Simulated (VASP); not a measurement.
# La (P6_3/mmc) in VASP: a series of runs

Runs on La. Level: PBEsol. Tasks: single point, relaxation of cell and atoms.

Program: VASP 6.6.1. These are calculated values, not measurements. Logs are shortened: lines on timing, memory, paths and dates and some standing lists are left out, and cuts for length are marked.

## 1. Starting point

Symmetry: P6_3/mmc, No. 194, hexagonal system. Conventional cell: a = 3.649 Å, b = 3.649 Å, c = 11.760 Å, α = 90.00°, β = 90.00°, γ = 120.00°. La (site symmetry -3m) is surrounded by 12 La at 3.62 to 3.65 Å. La (site symmetry -6m2) is surrounded by 12 La at 3.62 to 3.65 Å.

## 2. Single point, PBEsol

File INCAR:

```
ALGO = Normal ; EDIFF = 1E-7
ENCUT = 520 ; GGA = PS
ISIF = 2 ; ISMEAR = -1
LASPH = True ; LCHARG = False
LREAL = False ; LWAVE = False
NBANDS = 30 ; NELM = 100
PREC = Accurate ; SIGMA = 0.05
```

File KPOINTS:

```
k-points
0
Gamma
  8 8 2
```

File POSCAR:

```
La
1.0
    3.6488920726      0.0000000000      0.0000000000
   -1.8244460363      3.1600332305      0.0000000000
    0.0000000000      0.0000000000     11.7604821535
La
4
Direct
    0.0000000000      0.0000000000      0.0000000000
    0.0000000000      0.0000000000      0.5000000000
    0.3333333333      0.6666666667      0.7500000000
    0.6666666667      0.3333333333      0.2500000000
```

Potentials or basis: VASP PAW PBE potentials, release 64 (La).

Run with:

```
$ cat potpaw_PBE.64/La/POTCAR > POTCAR
$ mpirun -np 1 vasp_std > vasp.out
```

OUTCAR:

```text
EDIFF = 1E-7
   ENCUT = 520
   GGA = PS
   ISIF = 2
   ISMEAR = -1
   LASPH = True
   LREAL = False
   NELM = 100
   PREC = Accurate

 ion  position               nearest neighbor table
   1  0.000  0.000  0.000-   3 3.62   4 3.62   3 3.62   4 3.62   4 3.62   3 3.62
   2  0.000  0.000  0.500-   3 3.62   4 3.62   3 3.62   4 3.62   4 3.62   3 3.62
   3  0.333  0.667  0.750-   1 3.62   2 3.62   1 3.62   2 3.62   1 3.62   2 3.62
   4  0.667  0.333  0.250-   1 3.62   2 3.62   1 3.62   2 3.62   1 3.62   2 3.62

  LATTYP: Found a hexagonal cell.
 ALAT       =     3.6488920726
 C/A-ratio  =     3.2230282287

  Lattice vectors:

 A1 = (   3.6488920726,   0.0000000000,   0.0000000000)
 A2 = (  -1.8244460363,   3.1600332305,   0.0000000000)
 A3 = (   0.0000000000,   0.0000000000,  11.7604821535)

Analysis of symmetry for initial positions (statically):
=====================================================================
 Subroutine PRICEL returns:
 Original cell was already a primitive cell.

 Routine SETGRP: Setting up the symmetry group for a
 hexagonal supercell.

 Subroutine GETGRP returns: Found 24 space group operations
 (whereof 12 operations were pure point group operations)
 out of a pool of 24 trial point group operations.

The static configuration has the point symmetry D_3d.
 The point group associated with its full space group is D_6h.

Analysis of symmetry for dynamics (positions and initial velocities):
=====================================================================
 Subroutine PRICEL returns:
 Original cell was already a primitive cell.

 Routine SETGRP: Setting up the symmetry group for a
 hexagonal supercell.

 Subroutine GETGRP returns: Found 24 space group operations
 (whereof 12 operations were pure point group operations)
 out of a pool of 24 trial point group operations.

The dynamic configuration has the point symmetry D_3d.
 The point group associated with its full space group is D_6h.

 Subroutine INISYM returns: Found 24 space group operations
 (whereof 12 operations are pure point group operations),
 and found     1 'primitive' translations

----------------------------------------------------------------------------------------

                                     Primitive cell

  volume of cell :     135.6057
[... 84 lines left out ...]
   LSORBIT =      F    spin-orbit coupling
   LASPH  =      T    aspherical Exc in radial PAW
   ENCUT  =  520.0 eV  38.22 Ry    6.18 a.u.   6.78  6.78 21.87*2*pi/ulx,y,z
   NELM   =    100;   NELMIN=  2; NELMDL= -5     # of ELM steps
   EDIFF  = 0.1E-06   stopping-criterion for ELM
   LREAL  =      F    real-space projection
   EDIFFG = 0.1E-05   stopping-criterion for IOM
   NSW    =      0    number of steps for IOM
   IBRION =     -1    ionic relax: 0-MD 1-quasi-New 2-CG
   NFREE  =      0    steps in history (QN), initial steepest desc. (CG)
   ISIF   =      2    stress and relaxation
   ISYM   =      2    0-nonsym 1-usesym 2-fastsym
   POTIM  = 0.5000    time-step for ionic-motion
   TEBEG  =    0.0;   TEEND  =   0.0 temperature during run
   PSTRESS=    0.0 pullay stress
   NELECT =      44.0000    total number of electrons
   NUPDOWN=      -1.0000    fix difference up-down
   EMIN   =  10.00;   EMAX   =-10.00  energy-range for DOS
   EFERMI =   0.00;   METHOD = LEGACY
   ISMEAR =    -1;   SIGMA  =   0.05  broadening in eV -4-tet -1-fermi 0-gaus
   EFERMI_NEDOS =   21; number of points for ismear=-14 and -15
   IALGO  =     38    algorithm
   IMIX   =      4    mixing-type and parameters
     AMIX     =   0.40;   BMIX     =  1.00
     AMIX_MAG =   1.60;   BMIX_MAG =  1.00
  volume/ion in A,a.u.               =      33.90       228.78
  Fermi-wavevector in a.u.,A,eV,Ry     =   1.124950  2.125847 17.218335  1.265512
  Thomas-Fermi vector in A             =   2.261624
   LORBIT       =      0    0 simple, 1 ext, 2 COOP (PROOUT), +10 PAW based schemes
   GGA     = PS    functional components
   LHFCALC =     F    Hartree Fock is set to
   AEXX    =    0.0000 exact exchange contribution
   IVDW    =     0    specifies the selected vdW correction
   LEPSILON=     F    determine dielectric tensor
   LRPA    =     F    only Hartree local field effects (RPA)
 non-spin polarized calculation
  energy-cutoff  :      520.00
  volume of cell :      135.61
 maximum number of plane-waves:      3692
 NGX is ok and might be reduce to    28
   NGX = 13   NGY = 13   NGZ = 43

 number of electron      44.0000000 magnetization

 Free energy of the ion-electron system (eV)
  ---------------------------------------------------
  ext. energy  EPLUGINS =         0.00000000
  ---------------------------------------------------
  free energy    TOTEN  =       -21.42642131 eV

  energy without entropy =      -21.38501940  energy(sigma->0) =      -21.40572035

 E-fermi :   8.6448     XC(G=0): -10.0636

 val. band max:        8.6260032204   @ k =   0.2500   0.2500   0.0000
 cond. band min:       8.6496497309   @ k =   0.2500   0.2500   0.5000
 fundamental gap:      0.0236465105
 Fermi energy:         8.6448474342

 k-point     1 :       0.0000    0.0000    0.0000
  band No.  band energies     occupation
      1     -24.1112      2.00000
      2     -23.9684      2.00000
      3     -23.9654      2.00000
      4     -23.8157      2.00000
      5      -8.6706      2.00000
      6      -7.8141      2.00000
[... 649 lines left out ...]
     29      10.3899      0.00000
     30      10.4246      0.00000

------------------------ aborting loop because EDIFF is reached ----------------------------------------

  FORCE on cell =-STRESS in cart. coord.  units (eV):
  Direction    XX          YY          ZZ          XY          YZ          ZX
  --------------------------------------------------------------------------------------
  -------------------------------------------------------------------------------------
  Total        0.0610934      0.0610934      0.0688265      0.0000000     -0.0000000      0.0000000
  in kB        0.7218165      0.7218165      0.8131832      0.0000000     -0.0000000      0.0000000
  external PRESSURE =       0.7522721 kB  Pullay stress =       0.0000000 kB

 VOLUME and BASIS-vectors are now :
 -----------------------------------------------------------------------------
  energy-cutoff  :      520.00
  volume of cell :      135.61
      direct lattice vectors                 reciprocal lattice vectors
     3.648892073  0.000000000  0.000000000     0.274055790  0.158226184  0.000000000
    -1.824446036  3.160033230  0.000000000     0.000000000  0.316452368  0.000000000
     0.000000000  0.000000000 11.760482153     0.000000000  0.000000000  0.085030527

 POSITION                                       TOTAL-FORCE (eV/Angst)
 -----------------------------------------------------------------------------------
      0.00000      0.00000      0.00000         0.000000      0.000000      0.000000
      0.00000      0.00000      5.88024         0.000000      0.000000      0.000000
     -0.00000      2.10669      8.82036         0.000000     -0.000000      0.000000
      1.82445      1.05334      2.94012        -0.000000      0.000000      0.000000
 -----------------------------------------------------------------------------------
    total drift:                               -0.000000      0.000000      0.000000

  FREE ENERGIE OF THE ION-ELECTRON SYSTEM (eV)
  ---------------------------------------------------
  free  energy   TOTEN  =       -21.4264213092 eV

  energy  without entropy=      -21.3850193968  energy(sigma->0) =      -21.40572035
```

stdout:

```text
POSCAR found type information on POSCAR La
 POSCAR found :  1 types and       4 ions
 scaLAPACK will be used
 -----------------------------------------------------------------------------
|                                                                             |
|                                                                             |
|     You enforced a specific xc type in the INCAR file but a different       |
|     I HOPE YOU KNOW WHAT YOU ARE DOING!                                     |
|                                                                             |
 -----------------------------------------------------------------------------

 LDA part: xc-table for (Slater+PW92), standard interpolation
 POSCAR, INCAR and KPOINTS ok, starting setup
 FFT: planning ... GRIDC
 FFT: planning ... GRID_SOFT
 FFT: planning ... GRID
 WAVECAR not read
 entering main loop
```

Run time: 80 s. Hardware: 1 thread of AMD EPYC 9R45 (Zen 5), shared host; peak memory 0.24 GiB.

Results:

```
Free energy            : -21.4264 eV
Pressure               : 0.1 GPa
Band gap on the k mesh : none (metal or under the smearing width)
```

Levels at points of the mesh, in eV from the Fermi level:
```
           k point  band 19  band 20  band 21  band 22  band 23  band 24  band 25  band 26
(0.00, 0.00, 0.00)    -1.82    -1.81     0.58     0.72     1.27     1.28     1.31     1.36
(0.50, 0.00, 0.00)    -1.74    -1.21    -0.79    -0.30    -0.22     0.46     1.11     1.21
(0.00, 0.00, 0.50)    -1.78    -1.78     0.78     0.78     1.35     1.35     1.35     1.36
(0.50, 0.00, 0.50)    -1.49    -1.49    -1.24    -1.24     0.64     0.64     1.42     1.42
```

Caveat: the PAW data sets were made with another functional, which shifts forces and pressure a little.

## 3. Relaxation of cell and atoms, PBEsol

This run uses another cell than the first one, of 37.42 Å³/atom, 1.104 times its volume.

File INCAR:

```
PREC     = Accurate       # precision mode
ENCUT    = 600            # plane-wave cutoff, eV
EDIFF    = 1E-6           # SCF threshold, eV
ISMEAR   = -1             # smearing method
SIGMA    = 0.05           # smearing width, eV
LREAL    = F              # projectors in reciprocal space
LASPH    = T              # aspherical terms in the spheres
NELM     = 100            # most SCF steps
ALGO     = Fast           # electronic algorithm
ISIF     = 3              # what is computed and relaxed
LWAVE    = F              # write WAVECAR
LCHARG   = F              # write CHGCAR
GGA      = PS             # functional
IBRION   = 2              # ionic algorithm
NSW      = 80             # ionic steps
EDIFFG   = -0.03          # ionic threshold
```

File KPOINTS:

```
Automatic mesh
0
Gamma
  8 8 2
```

File POSCAR:

```
La
1.0
    3.7700000000      0.0000000000      0.0000000000
   -1.8850000000      3.2649200000      0.0000000000
    0.0000000000      0.0000000000     12.1590000000
La
4
Direct
    0.0000000000      0.0000000000      0.0000000000
    0.0000000000      0.0000000000      0.5000000000
    0.3333333333      0.6666666667      0.7500000000
    0.6666666667      0.3333333333      0.2500000000
```

Potentials or basis: VASP PAW PBE potentials, release 64 (La).

Run with:

```
$ cat potpaw_PBE.64/La/POTCAR > POTCAR
$ mpirun -np 1 vasp_std > vasp.out
```

Wall time 16 min (1 thread of AMD EPYC 9R45 (Zen 5), shared host); peak memory 0.32 GiB.

Results (log left out):

* Free energy: -21.4269 eV
* Relaxed volume: 33.94 Å³/atom
* Relaxed cell: a = 3.647 Å, b = 3.647 Å, c = 11.789 Å, α = 90.00°, β = 90.00°, γ = 120.00°
* Space group after relaxing (to 0.05 Å): P6_3/mmc (No. 194)
* Energy gained by relaxing: 25.9 meV/atom
* Ionic steps: 9
* Pressure after relaxing: 0.1 GPa
* Band gap on the k mesh: none (metal or under the smearing width)

Stress tensor (GPa, compression positive):
```
 0.12  0.00  0.00
 0.00  0.12  0.00
 0.00  0.00 -0.03
```

Step by step:
```csv
step,energy change (eV),largest force (eV/Å),pressure (GPa),volume (Å³)
1,0.0000,0.0000,-2.30,149.66
2,-0.1006,0.0000,-0.45,138.34
3,-0.1038,0.0000,-0.03,136.17
4,-0.1039,0.0000,-0.60,135.91
5,-0.1035,0.0000,0.17,135.26
6,-0.1036,0.0000,0.14,135.39
7,-0.1037,0.0000,0.11,135.46
8,-0.1038,0.0000,0.10,135.64
9,-0.1038,0.0000,0.07,135.78
```

Final structure:
```
La
1.0
     3.64676    0.00000    0.00000
    -1.82338    3.15819    0.00000
     0.00000    0.00000   11.78913
La
4
Cartesian
  0.0000 0.0000 0.0000
  0.0000 0.0000 5.8946
  0.0000 2.1055 8.8418
  1.8234 1.0527 2.9473
```

Levels at points of the mesh, in eV from the Fermi level:
| k point | band 19 | band 20 | band 21 | band 22 | band 23 | band 24 | band 25 | band 26 |
| --- | --- | --- | --- | --- | --- | --- | --- | --- |
| (0.00, 0.00, 0.00) | -1.82 | -1.81 | 0.57 | 0.72 | 1.28 | 1.28 | 1.30 | 1.37 |
| (0.50, 0.00, 0.00) | -1.74 | -1.21 | -0.80 | -0.31 | -0.23 | 0.45 | 1.11 | 1.23 |
| (0.00, 0.00, 0.50) | -1.78 | -1.78 | 0.77 | 0.77 | 1.36 | 1.36 | 1.38 | 1.39 |
| (0.50, 0.00, 0.50) | -1.50 | -1.50 | -1.24 | -1.24 | 0.63 | 0.63 | 1.41 | 1.41 |

Caveat: the PAW data sets were made with another functional, which shifts forces and pressure a little.
